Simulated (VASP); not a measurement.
# BaS in VASP: further runs

Runs on BaS. Level: revPBE. Tasks: single point.

Everything below comes from runs of VASP 6.6.1. Logs are shortened: lines on timing, memory, paths and dates and some standing lists are left out, and cuts for length are marked.

**Measured values to compare with.**

From a printed reference work, monograph, original work of 1988, for a bulk crystal of BaS at 2 K: band gap 3.806 eV (indirect).

How close the calculation comes is told below.

### Step 1. The cell of the first run

The structure is cubic, space group Fm-3m (No. 225). Conventional cell: a = 6.388 Å, b = 6.388 Å, c = 6.388 Å, α = 90.00°, β = 90.00°, γ = 90.00°. Ba (site symmetry m-3m) has 6 S at 3.19 Å within 4.2 Å. S (site symmetry m-3m) has 6 Ba at 3.19 Å within 4.2 Å.

### Step 2. Single point, revPBE

The input, INCAR:

```
SYSTEM = BaS
ALGO = Normal
EDIFF = 1E-6
ENCUT = 520
GGA = RE
ISIF = 2
ISMEAR = 0
LASPH = .True.
LCHARG = .False.
LREAL = .False.
LWAVE = .False.
NBANDS = 15
NELM = 80
PREC = Accurate
SIGMA = 0.01
```

The input, KPOINTS:

```
k-points
0
Gamma
  6 6 6
  0 0 0
```

The input, POSCAR:

```
BaS
1.0
    0.0000000000      3.1937500000      3.1937500000
    3.1937500000      0.0000000000      3.1937500000
    3.1937500000      3.1937500000      0.0000000000
Ba S
1 1
Direct
    0.0000000000      0.0000000000      0.0000000000
    0.5000000000      0.5000000000      0.5000000000
```

Potentials or basis: VASP PAW PBE potentials, release 64 (Ba_sv, S).

Command:

```console
> cat potpaw_PBE.64/Ba_sv/POTCAR potpaw_PBE.64/S/POTCAR > POTCAR
> mpirun -np 1 vasp_std > vasp.out
```

OUTCAR:

```text
SYSTEM = BaS
   EDIFF = 1E-6
   ENCUT = 520
   GGA = RE
   ISIF = 2
   ISMEAR = 0
   LASPH = .True.
   LREAL = .False.
   NELM = 80
   PREC = Accurate

 ion  position               nearest neighbor table
   1  0.000  0.000  0.000-   2 3.19   2 3.19   2 3.19   2 3.19   2 3.19   2 3.19
   2  0.500  0.500  0.500-   1 3.19   1 3.19   1 3.19   1 3.19   1 3.19   1 3.19

  LATTYP: Found a face centered cubic cell.
 ALAT       =     6.3875000000

  Lattice vectors:

 A1 = (   0.0000000000,   3.1937500000,   3.1937500000)
 A2 = (   3.1937500000,   0.0000000000,   3.1937500000)
 A3 = (   3.1937500000,   3.1937500000,   0.0000000000)

Analysis of symmetry for initial positions (statically):
=====================================================================
 Subroutine PRICEL returns:
 Original cell was already a primitive cell.

 Routine SETGRP: Setting up the symmetry group for a
 face centered cubic supercell.

 Subroutine GETGRP returns: Found 48 space group operations
 (whereof 48 operations were pure point group operations)
 out of a pool of 48 trial point group operations.

The static configuration has the point symmetry O_h .

Analysis of symmetry for dynamics (positions and initial velocities):
=====================================================================
 Subroutine PRICEL returns:
 Original cell was already a primitive cell.

 Routine SETGRP: Setting up the symmetry group for a
 face centered cubic supercell.

 Subroutine GETGRP returns: Found 48 space group operations
 (whereof 48 operations were pure point group operations)
 out of a pool of 48 trial point group operations.

The dynamic configuration has the point symmetry O_h .

 Subroutine INISYM returns: Found 48 space group operations
 (whereof 48 operations are pure point group operations),
 and found     1 'primitive' translations

----------------------------------------------------------------------------------------

                                     Primitive cell

  volume of cell :      65.1527

  direct lattice vectors                    reciprocal lattice vectors
     0.000000000  3.193750000  3.193750000    -0.156555773  0.156555773  0.156555773
     3.193750000  0.000000000  3.193750000     0.156555773 -0.156555773  0.156555773
     3.193750000  3.193750000  0.000000000     0.156555773  0.156555773 -0.156555773

  length of vectors
     4.516644565  4.516644565  4.516644565     0.271162553  0.271162553  0.271162553

  position of ions in fractional coordinates (direct lattice)
     0.000000000  0.000000000  0.000000000
     0.500000000  0.500000000  0.500000000

  ion indices of the primitive-cell ions
   primitive index   ion index
                 1           1
                 2           2

----------------------------------------------------------------------------------------

 KPOINTS: k-points

Automatic generation of k-mesh.
 Grid dimensions read from file:
 generate k-points for:    6    6    6

 Generating k-lattice:

  Cartesian coordinates                     Fractional coordinates (reciprocal lattice)
    -0.026092629  0.026092629  0.026092629     0.166666667  0.000000000  0.000000000
     0.026092629 -0.026092629  0.026092629     0.000000000  0.166666667  0.000000000
     0.026092629  0.026092629 -0.026092629     0.000000000  0.000000000  0.166666667

  Length of vectors
     0.045193759  0.045193759  0.045193759

  Shift w.r.t. Gamma in fractional coordinates (k-lattice)
     0.000000000  0.000000000  0.000000000

 Subroutine IBZKPT returns following result:
 ===========================================

 Found     16 irreducible k-points:

 Following reciprocal coordinates:
            Coordinates               Weight
  0.000000  0.000000  0.000000      1.000000
  0.166667  0.000000  0.000000      8.000000
  0.333333  0.000000  0.000000      8.000000
  0.500000  0.000000  0.000000      4.000000
  0.166667  0.166667  0.000000      6.000000
  0.333333  0.166667  0.000000     24.000000
[... 8 lines left out ...]
 -0.333333  0.333333  0.166667     24.000000
 -0.333333  0.500000  0.166667     12.000000
   k-points           NKPTS =     16   k-points in BZ     NKDIM =     16   number of bands    NBANDS=     15
   number of dos      NEDOS =    301   number of ions     NIONS =      2
   total plane-waves  NPLWV =  46656
   dimension x,y,z NGX =    36 NGY =   36 NGZ =   36
   dimension x,y,z NGXF=    72 NGYF=   72 NGZF=   72
   ions per type =               1   1
   NGX,Y,Z   is equivalent  to a cutoff of  13.25, 13.25, 13.25 a.u.
   NGXF,Y,Z  is equivalent  to a cutoff of  26.50, 26.50, 26.50 a.u.
 SYSTEM =  BaS
   PREC   = accura    normal or accurate (medium, high low for compatibility)
   ISTART =      0    job   : 0-new  1-cont  2-samecut
   ICHARG =      2    charge: 1-file 2-atom 10-const
   ISPIN  =      1    spin polarized calculation?
   LNONCOLLINEAR =      F non collinear calculations
   LSORBIT =      F    spin-orbit coupling
   LASPH  =      T    aspherical Exc in radial PAW
   ENCUT  =  520.0 eV  38.22 Ry    6.18 a.u.   8.40  8.40  8.40*2*pi/ulx,y,z
   NELM   =     80;   NELMIN=  2; NELMDL= -5     # of ELM steps
   EDIFF  = 0.1E-05   stopping-criterion for ELM
   LREAL  =      F    real-space projection
   EDIFFG = 0.1E-04   stopping-criterion for IOM
   NSW    =      0    number of steps for IOM
   IBRION =     -1    ionic relax: 0-MD 1-quasi-New 2-CG
   NFREE  =      0    steps in history (QN), initial steepest desc. (CG)
   ISIF   =      2    stress and relaxation
   ISYM   =      2    0-nonsym 1-usesym 2-fastsym
   POTIM  = 0.5000    time-step for ionic-motion
   TEBEG  =    0.0;   TEEND  =   0.0 temperature during run
   PSTRESS=    0.0 pullay stress
   NELECT =      16.0000    total number of electrons
   NUPDOWN=      -1.0000    fix difference up-down
   EMIN   =  10.00;   EMAX   =-10.00  energy-range for DOS
   EFERMI =   0.00;   METHOD = LEGACY
   ISMEAR =     0;   SIGMA  =   0.01  broadening in eV -4-tet -1-fermi 0-gaus
   EFERMI_NEDOS =   21; number of points for ismear=-14 and -15
   IALGO  =     38    algorithm
   IMIX   =      4    mixing-type and parameters
     AMIX     =   0.40;   BMIX     =  1.00
     AMIX_MAG =   1.60;   BMIX_MAG =  1.00
  volume/ion in A,a.u.               =      32.58       219.84
  Fermi-wavevector in a.u.,A,eV,Ry     =   1.025189  1.937326 14.299891  1.051012
  Thomas-Fermi vector in A             =   2.159016
   LORBIT       =      0    0 simple, 1 ext, 2 COOP (PROOUT), +10 PAW based schemes
   GGA     = RE    functional components
   LHFCALC =     F    Hartree Fock is set to
   AEXX    =    0.0000 exact exchange contribution
   IVDW    =     0    specifies the selected vdW correction
   LEPSILON=     F    determine dielectric tensor
   LRPA    =     F    only Hartree local field effects (RPA)
 non-spin polarized calculation
 Gauss-broadening in eV      SIGMA  =   0.01
  energy-cutoff  :      520.00
  volume of cell :       65.15
 maximum number of plane-waves:      1807
 NGX is ok and might be reduce to    36
   NGX = 17   NGY = 17   NGZ = 17

 number of electron      16.0000001 magnetization

 Free energy of the ion-electron system (eV)
  ---------------------------------------------------
  ext. energy  EPLUGINS =         0.00000000
  ---------------------------------------------------
  free energy    TOTEN  =        -9.67623371 eV

  energy without entropy =       -9.67623371  energy(sigma->0) =       -9.67623371

 E-fermi :   1.5980     XC(G=0):  -8.4664

 val. band max:        1.5394512616   @ k =   0.0000   0.0000   0.0000
 cond. band min:       3.7536867663   @ k =   0.5000   0.5000   0.0000
 fundamental gap:      2.2142355046
 Fermi energy:         1.5979956147

 k-point     1 :       0.0000    0.0000    0.0000
  band No.  band energies     occupation
      1     -24.5657      2.00000
      2      -9.6309      2.00000
      3      -9.6309      2.00000
      4      -9.6309      2.00000
      5      -8.8083      2.00000
      6       1.5395      2.00000
      7       1.5395      2.00000
      8       1.5395      2.00000
      9       5.3103      0.00000
     10       5.4815      0.00000
     11       5.4815      0.00000
     12       5.4815      0.00000
     13       6.3608      0.00000
     14       6.3608      0.00000
     15      10.4670      0.00000

 k-point     2 :       0.1667    0.0000    0.0000
  band No.  band energies     occupation
      1     -24.5547      2.00000
      2     -10.0664      2.00000
      3      -9.6403      2.00000
      4      -9.6403      2.00000
      5      -8.3487      2.00000
      6       0.9096      2.00000
      7       1.2000      2.00000
      8       1.2000      2.00000
      9       5.5425      0.00000
     10       5.8871      0.00000
     11       5.8871      0.00000
     12       6.2576      0.00000
     13       7.1353      0.00000
     14       7.1353      0.00000
     15      11.5000      0.00000

 k-point     3 :       0.3333    0.0000    0.0000
  band No.  band energies     occupation
      1     -24.5327      2.00000
      2     -10.5579      2.00000
      3      -9.6588      2.00000
      4      -9.6588      2.00000
      5      -7.8046      2.00000
      6       0.0119      2.00000
      7       0.6774      2.00000
      8       0.6774      2.00000
      9       6.1057      0.00000
     10       6.9661      0.00000
     11       6.9661      0.00000
     12       7.6970      0.00000
     13       8.8855      0.00000
     14       8.8855      0.00000
     15      12.0059      0.00000
[... 199 lines left out ...]
 k-point    15 :      -0.3333    0.3333    0.1667
  band No.  band energies     occupation
      1     -24.5116      2.00000
      2     -10.3944      2.00000
      3      -9.8922      2.00000
      4      -9.7976      2.00000
      5      -8.0408      2.00000
      6       0.2776      2.00000
      7       0.8485      2.00000
      8       0.9136      2.00000
      9       6.0884      0.00000
     10       6.1884      0.00000
     11       8.2109      0.00000
     12       8.5818      0.00000
     13       8.9447      0.00000
     14      10.9572      0.00000
     15      11.1127      0.00000

 k-point    16 :      -0.3333    0.5000    0.1667
  band No.  band energies     occupation
      1     -24.5084      2.00000
      2     -10.0830      2.00000
      3     -10.0333      2.00000
      4      -9.8910      2.00000
      5      -8.3097      2.00000
      6       0.6523      2.00000
      7       1.0220      2.00000
      8       1.1661      2.00000
      9       4.8352      0.00000
     10       7.1546      0.00000
     11       7.7641      0.00000
     12       8.5363      0.00000
     13       9.0804      0.00000
     14       9.9436      0.00000
     15      11.4658      0.00000

------------------------ aborting loop because EDIFF is reached ----------------------------------------

  FORCE on cell =-STRESS in cart. coord.  units (eV):
  Direction    XX          YY          ZZ          XY          YZ          ZX
  --------------------------------------------------------------------------------------
  -------------------------------------------------------------------------------------
  Total        1.0570703      1.0570703      1.0570703      0.0000000      0.0000000     -0.0000000
  in kB       25.9945143     25.9945143     25.9945143      0.0000000      0.0000000     -0.0000000
  external PRESSURE =      25.9945143 kB  Pullay stress =       0.0000000 kB

 VOLUME and BASIS-vectors are now :
 -----------------------------------------------------------------------------
  energy-cutoff  :      520.00
  volume of cell :       65.15
      direct lattice vectors                 reciprocal lattice vectors
     0.000000000  3.193750000  3.193750000    -0.156555773  0.156555773  0.156555773
     3.193750000  0.000000000  3.193750000     0.156555773 -0.156555773  0.156555773
     3.193750000  3.193750000  0.000000000     0.156555773  0.156555773 -0.156555773

 POSITION                                       TOTAL-FORCE (eV/Angst)
 -----------------------------------------------------------------------------------
      0.00000      0.00000      0.00000         0.000000     -0.000000      0.000000
      3.19375      3.19375      3.19375        -0.000000      0.000000      0.000000
 -----------------------------------------------------------------------------------
    total drift:                                0.000000      0.000000      0.000000

  FREE ENERGIE OF THE ION-ELECTRON SYSTEM (eV)
  ---------------------------------------------------
  free  energy   TOTEN  =        -9.6762337061 eV

  energy  without entropy=       -9.6762337061  energy(sigma->0) =       -9.67623371
```

Wall time 15 s (1 thread of Intel Xeon Platinum 8375C at 2.90GHz (Ice Lake), shared host); peak memory 0.2 GiB.

Results:

```yaml
Free_energy: -9.6762 eV
Pressure: 2.6 GPa
Band_gap_on_the_k_mesh: 2.21 eV, indirect (least direct gap 2.35 eV)
```

Caveat: the PAW data sets were made with another functional, which shifts forces and pressure a little; spin-orbit coupling is left out, which moves the levels of the heavy elements.

### Step 3. Single point, revPBE

The input, INCAR:

```
PREC = Accurate
ENCUT = 520
EDIFF = 1E-7
ISMEAR = 0
SIGMA = 0.01
LREAL = F
LASPH = T
NELM = 100
ALGO = Normal
ISIF = 2
LWAVE = F
LCHARG = F
GGA = RE
NBANDS = 15
```

The input, KPOINTS:

```
regular mesh
0
Gamma
  6 6 6
```

Changes to POSCAR since step 2:

```diff
@@ -8,3 +8,3 @@
 Direct
-    0.0000000000      0.0000000000      0.0000000000
+    0.0046966732      0.0046966732     -0.0046966732
     0.5000000000      0.5000000000      0.5000000000
```

Potentials or basis: VASP PAW PBE potentials, release 64 (Ba_sv, S).

Command:

```console
> cat potpaw_PBE.64/Ba_sv/POTCAR potpaw_PBE.64/S/POTCAR > POTCAR
> mpirun -np 1 vasp_std > vasp.out
```

Run time: 27 s. Hardware: 1 thread of Intel Xeon Platinum 8375C at 2.90GHz (Ice Lake), shared host; peak memory 0.21 GiB.

Results (log left out):

- Free energy: -9.6753 eV
- Pressure: 2.6 GPa
- Largest force: 0.064 eV/Å
- Band gap on the k mesh: 2.22 eV, indirect (least direct gap 2.35 eV)

Forces on the atoms (eV/Å):
```
Ba   0.000  0.000 -0.064
S    0.000  0.000  0.064
```

Levels at points of the mesh, in eV from the valence-band top:
```tsv
k point	band 5	band 6	band 7	band 8	band 9	band 10	band 11	band 12
(0.00, 0.00, 0.00)	-10.35	0.00	0.00	0.00	3.77	3.94	3.95	3.95
(0.50, 0.00, 0.00)	-9.13	-1.89	-1.08	-1.07	5.62	5.83	6.36	6.36
(0.50, 0.50, 0.00)	-10.26	-0.51	-0.13	-0.13	2.22	5.94	6.11	7.52
(0.00, 0.50, 0.50)	-10.26	-0.51	-0.14	-0.13	2.22	5.94	6.11	7.53
```

Caveat: the PAW data sets were made with another functional, which shifts forces and pressure a little; spin-orbit coupling is left out, which moves the levels of the heavy elements.

### Step 4. Against experiment

Step 2. A measured gap of BaS is 3.806 eV (indirect; 2 K; a printed reference work, monograph, original work of 1988); the calculated 2.21 eV misses it by -1.59 eV. Spin-orbit coupling on Ba is left out. The value is that of revPBE on a finite k mesh, which can miss the band edges, without temperature or zero-point motion. Semilocal functionals fall short of measured gaps as a rule.
